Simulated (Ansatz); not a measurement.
## BN, space group Fmm2: a Delta-SCF excitation, step by step

Program: Ansatz 0.2.0, Python API.

The cells in order, each with its output:

**Cell 1**
```python
import ansatz as az
from ase import Atoms
```

**Cell 2**
```python
atoms = Atoms(
    ["B", "N"],
    scaled_positions=[
        (4.9e-05, 4.9e-05, 0.999951),
        (2 / 3, 2 / 3, 1 / 3),
    ],
    cell=[
        (0.0, 3.495316, 2.166091),
        (1.251632, 0.0, 2.166091),
        (1.251632, 3.495316, 0.0),
    ],
    pbc=True,
)
xtal = az.Crystal.from_ase(atoms)
```

**Cell 3**
```python
[site.symbol for site in xtal.resolved().sites]
```
Output:
```text
['B', 'N']
```

**Cell 4**
```python
ground = (
    xtal.calculation()
    .functional("lda")
    .kpoints(1, 1, 1)
    .occupations("fermi_dirac", width=0.01)
    .scf(extra_bands=6)
    .band_table()
)
excited = ground.excitation(hole_k=0, hole_band="v1", hole_track="overlap", particle_k=0, particle_band="c1", particle_track="overlap")
low, high = ground.run(threads=1, pin="off").report, excited.run(threads=1, pin="off").report
share = low["kweights"][0]
top = round(low["n_electrons"] / 2)
print("Kohn-Sham gap at the first k-point:", round(low["eigenvalues_ev"][0][top] - low["eigenvalues_ev"][0][top - 1], 3), "eV")
print("energy difference per cell:", round(high["lagrangian_ev"] - low["lagrangian_ev"], 4), "eV; weight of the point", round(share, 4))
print("per electron moved:", round((high["lagrangian_ev"] - low["lagrangian_ev"]) / share, 3), "eV")
```
Output:
```text
DeckWarning: basis.ecutwfc = 420 eV, auto-derived from the records' recommended cutoffs: set by B (normal level)
Kohn-Sham gap at the first k-point: 4.783 eV
energy difference per cell: 7.3987 eV; weight of the point 1.0
per electron moved: 7.399 eV
```

Semilocal gaps usually lie well under measured ones. Energy and stress may still move on a finer k-point mesh. This cell is a computed structure, which may not be the phase found in nature. Gaps and levels are Kohn-Sham values on a finite set of k-points. Warnings are shown shortened and without file and line. One k-point of a small cell stands for a dense array of excitations, so this isn't the optical gap of the solid. Finished in 1 s on 1 thread of Arm Neoverse V2, on a shared host, peak memory 0.32 GiB.

(Lines on the test bed's own set-up are left out of the output.)
